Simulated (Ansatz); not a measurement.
BAs:

```
CELL_PARAMETERS angstrom
0.00000 2.38850 2.38850
2.38850 0.00000 2.38850
2.38850 2.38850 0.00000
ATOMIC_POSITIONS crystal
As 0.75000 0.75000 0.75000
B 0.00000 0.00000 0.00000
```

Program: Ansatz 0.2.0. Alike in all runs: potentials or basis Ansatz PAW; cell as given; cutoff (eV) 420. Hardware: 2 threads of Intel(R) Xeon(R) Processor @ 2.70GHz, on a shared host.

Q: Order these runs on this cell by their wall time, lowest first.
A. task Born charges and dielectric tensor; level PBEsol; spin off; k mesh 10 × 10 × 10; smearing fixed; mesh quality not flagged
B. task band structure; level LDA; spin SOC, no magnetisation; k mesh 7 × 7 × 7; smearing fermi-dirac 0.05 eV; points for each segment of the path 14; mesh quality not flagged
C. task band structure; level HSE06; spin off; k mesh 5 × 5 × 5; smearing fermi-dirac 0.05 eV; points for each segment of the path 4; mesh quality coarse
D. task band structure; level PBEsol; spin off; k mesh 10 × 10 × 10; smearing fermi-dirac 0.05 eV; points for each segment of the path 14; mesh quality not flagged
E. task single point; level RPBE; spin off; k mesh 10 × 10 × 10; smearing gaussian 0.02 eV; mesh quality not flagged

A: E (1.1 s), D (2.4 s), B (6.1 s), A (20 s), C (80 s).

Caveats: some runs use coarse meshes.

Runs at the PBE level aren't shown here.
